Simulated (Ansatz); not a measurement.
AlN: single point with PBE

AlN:

```
CELL_PARAMETERS angstrom
0.00000 2.18399 2.18399
2.18399 0.00000 2.18399
2.18399 2.18399 0.00000
ATOMIC_POSITIONS crystal
Al 0.00000 0.00000 0.00000
N 0.25000 0.25000 0.25000
```

Measurements of this composition are mostly on another form, of space group No. 186.

- Program: Ansatz 0.2.0
- Task: single point
- Functional: PBE
- Potentials or basis: Ansatz PAW
- Cutoff: 300 eV
- Density cutoff: 1200 eV
- k mesh: 10 × 10 × 10
- Occupations: fermi-dirac, width 0.05 eV
- Spin: no spin polarisation

| Property | Result |
| --- | --- |
| Pressure | 5.0 GPa |
| Band gap on the k mesh | 3.33 eV, indirect (least direct gap 4.15 eV) |

Levels at points of the mesh, in eV from the valence-band top:
| k point | band 1 | band 2 | band 3 | band 4 | band 5 | band 6 | band 7 | band 8 |
| --- | --- | --- | --- | --- | --- | --- | --- | --- |
| (0.00, 0.00, 0.00) | -15.01 | 0.00 | 0.00 | 0.00 | 4.15 | 12.60 | 12.60 | 12.60 |
| (0.00, 0.00, -0.50) | -12.97 | -5.84 | -0.48 | -0.48 | 7.36 | 9.88 | 11.17 | 11.17 |
| (0.00, -0.50, -0.50) | -12.34 | -4.90 | -1.77 | -1.77 | 3.33 | 8.62 | 13.97 | 15.75 |

Run time: 0.37 s on 2 threads of Arm Neoverse V2 (shared host), peak memory 0.24 GiB.

Caveat: the pressure holds a Pulay correction of +11.9 GPa for the finite cutoff; the cutoff lies under the one recommended for these potentials. A k mesh can miss the band edges.
